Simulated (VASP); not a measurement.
# Ca (Fm-3m) in VASP: further runs, part 2 of 2

VASP 6.6.1. Earlier steps stand in the parts before.

## (3) Electric field gradients, PW91+D4 (cell strained at random at fixed volume)

File INCAR:

```
SYSTEM = Ca
  ALGO = Fast
  EDIFF = 1E-8
  ENCUT = 520
  GGA = 91
  ISIF = 2
  ISMEAR = -1
  IVDW = 13
  LASPH = .TRUE.
  LCHARG = .FALSE.
  LEFG = .TRUE.
  LREAL = .FALSE.
  LWAVE = .FALSE.
  NELM = 60
  PREC = Accurate
  SIGMA = 0.1
  VDW_A1 = 0.39581542
  VDW_A2 = 4.93405761
  VDW_S6 = 1.0
  VDW_S8 = 0.77283111
```

File KPOINTS:

```
k-points
0
G
  8 8 8
  0 0 0
```

File POSCAR:

```
Ca
1.0
   -0.0279820000      2.7407240000      2.8218170000
    2.7590060000     -0.0597260000      2.8535610000
    2.7304490000      2.7439110000     -0.0311680000
Ca
1
Cartesian
    0.0312109345      0.0030771123     -0.0285701537
```

Potentials or basis: VASP PAW PBE potentials, release 64 (Ca_sv).

The run is started by

```bash
> cat potpaw_PBE.64/Ca_sv/POTCAR > POTCAR
> mpirun -np 1 vasp_std > vasp.out
```

OUTCAR:

```text
SYSTEM = Ca
   EDIFF = 1E-8
   ENCUT = 520
   GGA = 91
   ISIF = 2
   ISMEAR = -1
   IVDW = 13
   LASPH = .TRUE.
   LREAL = .FALSE.
   NELM = 60
   PREC = Accurate

 ion  position               nearest neighbor table
   1  0.990  0.000  0.011-

  Warning from LATTYP: Got some problem with cell dimensions!
  Tried to take original basis but could not verify dimensions!
  LATTYP: Found a triclinic cell.
 ALAT       =     3.9338279345
 B/A-ratio  =     1.0043790311
 C/A-ratio  =     0.9840527658
 COS(alpha) =     0.0049327777
 COS(beta)  =     0.4830472325
 COS(gamma) =     0.4930698571

  Lattice vectors:

 A1 = (   0.0279820000,  -2.7407240000,  -2.8218170000)
 A2 = (   2.7869880000,  -2.8004500000,   0.0317440000)
 A3 = (  -2.7304490000,  -2.7439110000,   0.0311680000)

Analysis of symmetry for initial positions (statically):
=====================================================================
 Subroutine PRICEL returns:
 Original cell was already a primitive cell.

 Routine SETGRP: Setting up the symmetry group for a
 triclinic supercell.

 Subroutine GETGRP returns: Found  2 space group operations
 (whereof  1 operations were pure point group operations)
 out of a pool of  2 trial point group operations.

The static configuration has the point symmetry C_1 .
 The point group associated with its full space group is S_2 .

Analysis of symmetry for dynamics (positions and initial velocities):
=====================================================================
 Subroutine PRICEL returns:
 Original cell was already a primitive cell.

 Routine SETGRP: Setting up the symmetry group for a
 triclinic supercell.

 Subroutine GETGRP returns: Found  2 space group operations
 (whereof  1 operations were pure point group operations)
 out of a pool of  2 trial point group operations.

The dynamic configuration has the point symmetry C_1 .
 The point group associated with its full space group is S_2 .

 Subroutine INISYM returns: Found  2 space group operations
 (whereof  1 operations are pure point group operations),
 and found     1 'primitive' translations

----------------------------------------------------------------------------------------

                                     Primitive cell

  volume of cell :      43.6317

  direct lattice vectors                    reciprocal lattice vectors
    -0.027982000  2.740724000  2.821817000    -0.179411972  0.180545083  0.177245885
     2.759006000 -0.059726000  2.853561000     0.179416137 -0.176567698  0.173272665
     2.730449000  2.743911000 -0.031168000     0.183108893  0.180264620 -0.173268436

  length of vectors
     3.933827934  3.969696674  3.871094259     0.310163323  0.305597315  0.309913135

  position of ions in fractional coordinates (direct lattice)
     0.989892000  0.000106000  0.011220000

  ion indices of the primitive-cell ions
   primitive index   ion index
                 1           1

[... 81 lines left out ...]
   PSTRESS=    0.0 pullay stress
   NELECT =      10.0000    total number of electrons
   NUPDOWN=      -1.0000    fix difference up-down
   EMIN   =  10.00;   EMAX   =-10.00  energy-range for DOS
   EFERMI =   0.00;   METHOD = LEGACY
   ISMEAR =    -1;   SIGMA  =   0.10  broadening in eV -4-tet -1-fermi 0-gaus
   EFERMI_NEDOS =   21; number of points for ismear=-14 and -15
   IALGO  =     68    algorithm
   IMIX   =      4    mixing-type and parameters
     AMIX     =   0.40;   BMIX     =  1.00
     AMIX_MAG =   1.60;   BMIX_MAG =  1.00
  volume/ion in A,a.u.               =      43.63       294.44
  Fermi-wavevector in a.u.,A,eV,Ry     =   1.001861  1.893242 13.656505  1.003725
  Thomas-Fermi vector in A             =   2.134310
   LORBIT       =      0    0 simple, 1 ext, 2 COOP (PROOUT), +10 PAW based schemes
   GGA     = 91    functional components
   LHFCALC =     F    Hartree Fock is set to
   AEXX    =    0.0000 exact exchange contribution
   IVDW    =    13    specifies the selected vdW correction
   LEPSILON=     F    determine dielectric tensor
   LRPA    =     F    only Hartree local field effects (RPA)
 non-spin polarized calculation
 RMM-DIIS sequential band-by-band and
  energy-cutoff  :      520.00
  volume of cell :       43.63
 maximum number of plane-waves:      1195
 NGX is ok and might be reduce to    30
   NGX = 15   NGY = 15   NGZ = 15

 number of electron      10.0000001 magnetization

 Free energy of the ion-electron system (eV)
  ---------------------------------------------------
  ext. energy  EPLUGINS =         0.00000000
  ---------------------------------------------------
  free energy    TOTEN  =        -1.94586562 eV

  energy without entropy =       -1.90588309  energy(sigma->0) =       -1.92587436

 E-fermi :   1.7826     XC(G=0):  -7.6585

 val. band max:        1.7735541521   @ k =   0.1250   0.5000   0.0000
 cond. band min:       1.7882642968   @ k =  -0.3750   0.3750   0.5000
 fundamental gap:      0.0147101447
 Fermi energy:         1.7825997936

 k-point     1 :       0.0000    0.0000    0.0000
  band No.  band energies     occupation
      1     -40.2271      2.00000
      2     -21.2283      2.00000
      3     -21.2263      2.00000
      4     -21.2260      2.00000
      5      -2.1511      2.00000
      6       3.9291      0.00000
      7       4.0575      0.00000
      8       4.1761      0.00000
      9       4.9857      0.00000
[... 265 lines left out ...]
 k-point    24 :       0.2500    0.3750    0.0000
  band No.  band energies     occupation
      1     -40.2169      2.00000
      2     -21.3080      2.00000
      3     -21.2596      2.00000
      4     -21.2513      2.00000
      5      -0.1331      2.00000
      6       2.7393      0.00014
      7       3.3731      0.00000
      8       4.8372      0.00000
      9       5.1220      0.00000

 [... further k-points ...]

------------------------ aborting loop because EDIFF is reached ----------------------------------------

  DFT-D4 for vdW energy calculation

  Edisp (eV):   -0.13472

  FORCE on cell =-STRESS in cart. coord.  units (eV):
  Direction    XX          YY          ZZ          XY          YZ          ZX
  --------------------------------------------------------------------------------------
  -------------------------------------------------------------------------------------
  Total      -0.27941    -0.28218    -0.34806     0.08817     0.08887    -0.00502
  in kB     -10.26004   -10.36194   -12.78083     3.23750     3.26318    -0.18420
  external pressure =      -11.13 kB  Pullay stress =        0.00 kB

 VOLUME and BASIS-vectors are now :
 -----------------------------------------------------------------------------
  energy-cutoff  :      520.00
  volume of cell :       43.63
      direct lattice vectors                 reciprocal lattice vectors
    -0.027982000  2.740724000  2.821817000    -0.179411972  0.180545083  0.177245885
     2.759006000 -0.059726000  2.853561000     0.179416137 -0.176567698  0.173272665
     2.730449000  2.743911000 -0.031168000     0.183108893  0.180264620 -0.173268436

 POSITION                                       TOTAL-FORCE (eV/Angst)
 -----------------------------------------------------------------------------------
      0.00323      2.74380      2.79325         0.000000      0.000000     -0.000000
 -----------------------------------------------------------------------------------
    total drift:                                0.000002      0.000003     -0.000001

  FREE ENERGIE OF THE ION-ELECTRON SYSTEM (eV)
  ---------------------------------------------------
  free  energy   TOTEN  =        -2.0805867163 eV

  energy  without entropy=       -2.0406041807  energy(sigma->0) =       -2.06059545

 Electric field gradients (V/A^2)
---------------------------------------------------------------------
 ion       V_xx      V_yy      V_zz      V_xy      V_xz      V_yz
---------------------------------------------------------------------
   1       0.057     0.165    -0.222     1.404     0.089     1.225
---------------------------------------------------------------------

 Electric field gradients after diagonalization (V/A^2)
 (convention: |V_zz| > |V_xx| > |V_yy|)
----------------------------------------------------------------------
 ion       V_xx      V_yy      V_zz     asymmetry (V_yy - V_xx)/ V_zz
----------------------------------------------------------------------
   1      -1.775    -0.187     1.963       0.809
----------------------------------------------------------------------

           NMR quadrupolar parameters

 Cq : quadrupolar parameter    Cq=e*Q*V_zz/h
 eta: asymmetry parameters     (V_yy - V_xx)/ V_zz
 Q  : nuclear electric quadrupole moment in mb (millibarn)
----------------------------------------------------------------------
 ion       Cq(MHz)       eta       Q (mb)
----------------------------------------------------------------------
   1       0.005       0.809       1.000
----------------------------------------------------------------------
```

OSZICAR:

```text
N       E                     dE             d eps       ncg     rms          rms(c)
DAV:   1     0.609067854067E+02    0.60907E+02   -0.50893E+03  4680   0.995E+02
DAV:   2    -0.548793776712E+00   -0.61456E+02   -0.61177E+02  4824   0.226E+02
DAV:   3    -0.189160457252E+01   -0.13428E+01   -0.13298E+01  7372   0.352E+01
[... 12 lines left out ...]
RMM:  16    -0.194586553998E+01   -0.24581E-06   -0.10023E-06  8302   0.584E-03    0.484E-04
RMM:  17    -0.194586556732E+01   -0.27346E-07   -0.48700E-07  7735   0.351E-03    0.137E-04
RMM:  18    -0.194586560362E+01   -0.36298E-07   -0.25272E-07  6565   0.233E-03    0.930E-05
RMM:  19    -0.194586561700E+01   -0.13383E-07   -0.13156E-07  6061   0.174E-03    0.529E-05
RMM:  20    -0.194586562416E+01   -0.71565E-08   -0.93667E-08  5511   0.145E-03
   1 F= -.20805867E+01 E0= -.20605954E+01  d E =-.399825E-01
```

It took 2.2 min on 1 thread of Intel Xeon Platinum 8488C (Sapphire Rapids), shared host; peak memory 0.25 GiB.

Results:

| Property | Result |
| --- | --- |
| Free energy | -2.0806 eV |
| Pressure | -1.1 GPa |
| Band gap on the k mesh | none (metal or under the smearing width) |
| Dispersion energy per atom | -0.135 eV |

Levels at points of the mesh, in eV from the Fermi level:
```
           k point  band 1  band 2  band 3  band 4  band 5  band 6  band 7  band 8  band 9
(0.00, 0.00, 0.00)  -42.01  -23.01  -23.01  -23.01   -3.93    2.15    2.27    2.39    3.20
(0.50, 0.00, 0.00)  -42.00  -23.13  -23.03  -23.02   -0.95   -0.15    1.99    2.34    3.93
(0.00, 0.50, 0.00)  -42.00  -23.12  -23.03  -23.02   -1.03   -0.23    2.08    2.31    3.95
(0.50, 0.50, 0.00)  -42.00  -23.12  -23.05  -23.05   -0.48    0.63    0.75    3.94    4.12
(0.00, 0.00, 0.50)  -42.00  -23.13  -23.03  -23.02   -0.95   -0.15    2.13    2.20    3.87
(0.50, 0.00, 0.50)  -41.99  -23.13  -23.06  -23.05   -0.39    0.58    1.02    3.91    4.08
(0.00, 0.50, 0.50)  -41.99  -23.13  -23.06  -23.05   -0.37    0.57    1.07    3.92    4.15
(0.50, 0.50, 0.50)  -42.00  -23.14  -23.03  -23.02   -0.88   -0.06    2.05    2.22    3.96
```

Electric field gradients, principal values (V/Å²):
```csv
atom,Vxx,Vyy,Vzz
1 Ca,-0.187,-1.775,1.963
```

Caveat: the PAW data sets were made with another functional, which shifts forces and pressure a little; pairwise dispersion overbinds metals, which lowers pressure and volume.

## (4) Elastic constants, optB86b-vdW (cell strained at random at fixed volume)

File POSCAR:

```
Ca
1.0
   -0.0390650000      2.8062550000      2.8102530000
    2.7255680000     -0.0087790000      2.7799670000
    2.7544070000      2.8048080000     -0.0376180000
Ca
1
Direct
    0.0006290000     -0.0131320000      0.0115240000
```

File INCAR.step1:

```
AGGAC = 0.0
ALGO = Normal
EDIFF = 1E-8
EDIFFG = -0.002
ENCUT = 800
GGA = MK
IBRION = 2
ISIF = 3
ISMEAR = -1
LASPH = T
LCHARG = F
LREAL = F
LUSE_VDW = T
LWAVE = F
NELM = 60
NSW = 40
PARAM1 = 0.1234
PARAM2 = 1.0
PREC = Normal
SIGMA = 0.01
```

File INCAR.step2:

```
AGGAC = 0.0
ALGO = Normal
EDIFF = 1E-8
ENCUT = 800
GGA = MK
IBRION = 6
ISIF = 3
ISMEAR = -1
LASPH = T
LCHARG = F
LREAL = F
LUSE_VDW = T
LWAVE = F
NELM = 60
NFREE = 2
NSW = 1
PARAM1 = 0.1234
PARAM2 = 1.0
POTIM = 0.015
PREC = Normal
SIGMA = 0.01
```

File KPOINTS:

```
k-points
0
Gamma
  6 6 6
```

Potentials or basis: VASP PAW PBE potentials, release 64 (Ca_sv).

The run is started by

```bash
> cat potpaw_PBE.64/Ca_sv/POTCAR > POTCAR
> cp INCAR.step1 INCAR
> mpirun -np 1 vasp_std > vasp.out
> cp CONTCAR POSCAR
> cp INCAR.step2 INCAR
> mpirun -np 1 vasp_std > vasp.out
```

OUTCAR:

```text
EDIFF = 1E-8
   ENCUT = 800
   GGA = MK
   IBRION = 6
   ISIF = 3
   ISMEAR = -1
   LASPH = T
   LREAL = F
   NELM = 60
   NFREE = 2
   NSW = 1
   POTIM = 0.015
   PREC = Normal

 ion  position               nearest neighbor table
   1  0.001  0.987  0.012-

  Warning from LATTYP: Got some problem with cell dimensions!
  Tried to take original basis but could not verify dimensions!
  LATTYP: Found a triclinic cell.
 ALAT       =     3.7364263194
 B/A-ratio  =     1.2974946264
 C/A-ratio  =     1.0881475194
 COS(alpha) =     0.0002011243
 COS(beta)  =     0.5219830320
 COS(gamma) =     0.6489633895

[... 717 lines left out ...]
  x     0.00000     0.00000     0.00000     0.00000     0.00000     0.00000
  y     0.00000     0.00000     0.00000    -0.00000     0.00000     0.00000
  z     0.00000    -0.00000    -0.00000     0.00000    -0.00000     0.00000

 INTERNAL STRAIN TENSORS FROM DISPLACED ATOMS
 ============================================

 INTERNAL STRAIN TENSOR FOR ION    1 for displacements in x,y,z  (eV/Angst):
          X           Y           Z          XY          YZ          ZX
  --------------------------------------------------------------------------------
  x     0.00000     0.00000     0.00000     0.00000     0.00000     0.00000
  y     0.00000     0.00000     0.00000     0.00000     0.00000     0.00000
  z     0.00000     0.00000     0.00000     0.00000     0.00000     0.00000

 Eigenvectors and eigenvalues of the dynamical matrix
 ----------------------------------------------------

   1 f  =    0.000000 THz     0.000000 2PiTHz    0.000000 cm-1     0.000000 meV
             X         Y         Z           dx          dy          dz
      2.417920  0.061615  2.924105     0.511637   -0.351998   -0.783789

   2 f/i=    0.000000 THz     0.000000 2PiTHz    0.000000 cm-1     0.000000 meV
             X         Y         Z           dx          dy          dz
      2.417920  0.061615  2.924105     0.756585    0.616899    0.216831

   3 f/i=    0.000000 THz     0.000000 2PiTHz    0.000000 cm-1     0.000000 meV
             X         Y         Z           dx          dy          dz
      2.417920  0.061615  2.924105     0.407195   -0.703941    0.581945

--------------------------------------------------------------------------------------------------------

 ELASTIC MODULI CONTR FROM IONIC RELAXATION (kBar)
 Direction    XX          YY          ZZ          XY          YZ          ZX
 --------------------------------------------------------------------------------
 XX           0.0000      0.0000      0.0000      0.0000      0.0000      0.0000
 YY           0.0000      0.0000      0.0000      0.0000      0.0000      0.0000
 ZZ           0.0000      0.0000      0.0000      0.0000      0.0000      0.0000
 XY           0.0000      0.0000      0.0000      0.0000      0.0000      0.0000
 YZ           0.0000      0.0000      0.0000      0.0000      0.0000      0.0000
 ZX           0.0000      0.0000      0.0000      0.0000      0.0000      0.0000
 --------------------------------------------------------------------------------

 TOTAL ELASTIC MODULI (kBar)
 Direction    XX          YY          ZZ          XY          YZ          ZX
 --------------------------------------------------------------------------------
 XX         222.1346    191.1942    138.5255      0.4538      6.5480      0.3869
 YY         191.1942    284.2329     70.8309      0.5791     -3.6736      0.0314
 ZZ         138.5255     70.8309    353.4669     -1.5209      8.5229      0.0646
 XY           0.4538      0.5791     -1.5209    199.8278     -0.7237     23.2348
 YZ           6.5480     -3.6736      8.5229     -0.7237     79.7189     -0.0494
 ZX           0.3869      0.0314      0.0646     23.2348     -0.0494    178.9164
 --------------------------------------------------------------------------------
```

OUTCAR.step1:

```text
EDIFF = 1E-8
   EDIFFG = -0.002
   ENCUT = 800
   GGA = MK
   IBRION = 2
   ISIF = 3
   ISMEAR = -1
[... 701 lines left out ...]
  --------------------------------------------------------------------------------------
  -------------------------------------------------------------------------------------
  Total       -0.0019688     -0.0010179      0.0003423      0.0018480      0.0019687      0.0000059
  in kB       -0.0773595     -0.0399964      0.0134495      0.0726154      0.0773572      0.0002314
  external PRESSURE =      -0.0346355 kB  Pullay stress =       0.0000000 kB
[... 20 lines left out ...]
  energy  without entropy=        0.4690764454  energy(sigma->0) =        0.46896191

Total vdW correction in eV:      1.8780613

 reached required accuracy - stopping structural energy minimisation
```

Run time: 21 min. Hardware: 1 thread of AMD EPYC 9R45 (Zen 5), shared host; peak memory 0.42 GiB.

Results:

- Relaxed volume: 40.77 Å³/atom
- Relaxed cell: a = 4.141 Å, b = 3.825 Å, c = 3.735 Å, α = 65.05°, β = 57.84°, γ = 55.78°
- Space group after relaxing (to 0.05 Å): C2/m (No. 12)
- Voigt bulk modulus: 18 GPa

Step by step:
```tsv
step	energy change (eV)	largest force (eV/Å)	pressure (GPa)	volume (Å³)
1	0.0000	0.0000	-1.30	43.63
2	-0.0134	0.0000	-0.50	41.43
3	-0.0155	0.0000	-0.01	40.33
4	-0.0155	0.0000	0.04	40.23
5	-0.0159	0.0000	0.04	40.25
6	-0.0169	0.0000	0.03	40.30
7	-0.0187	0.0000	0.03	40.39
8	-0.0163	0.0000	0.03	40.47
9	-0.0189	0.0000	0.04	40.42
10	-0.0193	0.0000	0.03	40.49
11	-0.0199	0.0000	-0.01	40.69
12	-0.0201	0.0000	-0.03	40.78
13	-0.0204	0.0000	-0.10	40.96
14	-0.0210	0.0000	0.01	40.71
15	-0.0211	0.0000	0.06	40.61
16	-0.0212	0.0000	0.01	40.74
17	-0.0213	0.0000	-0.02	40.81
18	-0.0214	0.0000	-0.02	40.82
19	-0.0214	0.0000	-0.02	40.82
20	-0.0214	0.0000	0.01	40.74
21	-0.0214	0.0000	0.02	40.73
22	-0.0214	0.0000	0.00	40.77
23	-0.0214	0.0000	0.00	40.77
24	-0.0214	0.0000	0.00	40.77
25	-0.0214	0.0000	0.00	40.77
26	-0.0214	0.0000	0.00	40.77
```

Final structure:
```yaml
crystal:
  lattice:
    - [-0.00273, 2.87030, 2.98428]
    - [2.42180, 0.02741, 2.96080]
    - [2.42346, 2.84238, 0.02711]
  atoms:
    - { symbol: Ca, position: [0.00063, 0.98687, 0.01152] }
```

Elastic tensor in Voigt notation (GPa, in the Cartesian axes of the cell as first typed):
```
22 19 14  1  0  0
19 28  7  0  0  0
14  7 35  1  0  0
 1  0  1  8  0  0
 0  0  0  0 18  2
 0  0  0  0  2 20
```

Clamped-ion elastic tensor (GPa):
```
22 19 14  1  0  0
19 28  7  0  0  0
14  7 35  1  0  0
 1  0  1  8  0  0
 0  0  0  0 18  2
 0  0  0  0  2 20
```

Caveat: the PAW data sets were made with another functional, which shifts forces and pressure a little.
